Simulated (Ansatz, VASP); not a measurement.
## Two plane-wave programs on Hf

The input INCAR:

```
SYSTEM = Hf
  PREC = Accurate
  ENCUT = 600
  EDIFF = 1E-6
  ISMEAR = -1
  SIGMA = 0.05
  LREAL = .False.
  LASPH = .True.
  NELM = 80
  ALGO = Normal
  ISIF = 3
  LWAVE = .False.
  LCHARG = .False.
  GGA = PE
  IBRION = 2
  NSW = 60
  EDIFFG = -0.005
```

File KPOINTS:

```
regular mesh
0
Gamma
  10 10 5
  0 0 0
```

The input POSCAR:

```
Hf
1.0
    3.1967000000      0.0000000000      0.0000000000
   -1.5983500000      2.7684234083      0.0000000000
    0.0000000000      0.0000000000      5.0578000000
Hf
2
Direct
    0.6666666667      0.3333333333      0.7500000000
    0.3333333333      0.6666666667      0.2500000000
```

The input input.yaml:

```yaml
crystal:
  lattice:
    - [3.1967, 0.0, 0.0]
    - [-1.59835, 2.7684234083, 0.0]
    - [0.0, 0.0, 5.0578]
  atoms:
    - { symbol: Hf, position: [0.6666666667, 0.3333333333, 0.75] }
    - { symbol: Hf, position: [0.3333333333, 0.6666666667, 0.25] }
hamiltonian:
  xc: pbe
  pseudopotentials: { kind: paw }
kpoints:
  mp_grid: { grid: [10, 10, 5] }
scf:
  occupations: { method: fermi_dirac, width: 0.05 }
output:
  forces: true
  stress: true
  write_density: true
  write_potential: true
  elf: true
  volumetric_format: npy
relax:
  f_tol: 0.01
  max_steps: 40
  cell: { stress_tol: 0.05 }
```

Alike in both runs: task relaxation of cell and atoms; functional PBE; k mesh 10 × 10 × 5; occupations fermi-dirac, width 0.05 eV; no spin polarisation.

|  | VASP | Ansatz |
| --- | --- | --- |
| version | VASP 6.6.1 | Ansatz 0.2.0 |
| potentials or method | VASP PAW PBE potentials, release 64 (Hf_pv) | Ansatz PAW |
| plane-wave cutoff (eV) | 600 | 420 |
| valence electrons in the cell | 20 | 52 |

VASP gave:

```
gap on the k mesh at the Fermi level, each at its own relaxed structure (eV) : none
relaxed volume (Å³/atom)                                                     : 22.42
relaxed cell length with the largest relative difference (Å)                 : 5.049
```

Q: What did Ansatz give for the same quantities?

A: gap on the k mesh at the Fermi level, each at its own relaxed structure (eV): none; relaxed volume (Å³/atom): 22.51; relaxed cell length with the largest relative difference (Å): 5.059.

A gap of «none» marks a metal or a gap that the smearing closes. The two sets of potentials don't hold the same shells in valence.

Caveats: the plane-wave basis is chosen anew once the cell has moved, so the energies of steps on either side of that aren't comparable (Ansatz). The runs have no spin-orbit coupling, so splittings on Hf are missing.
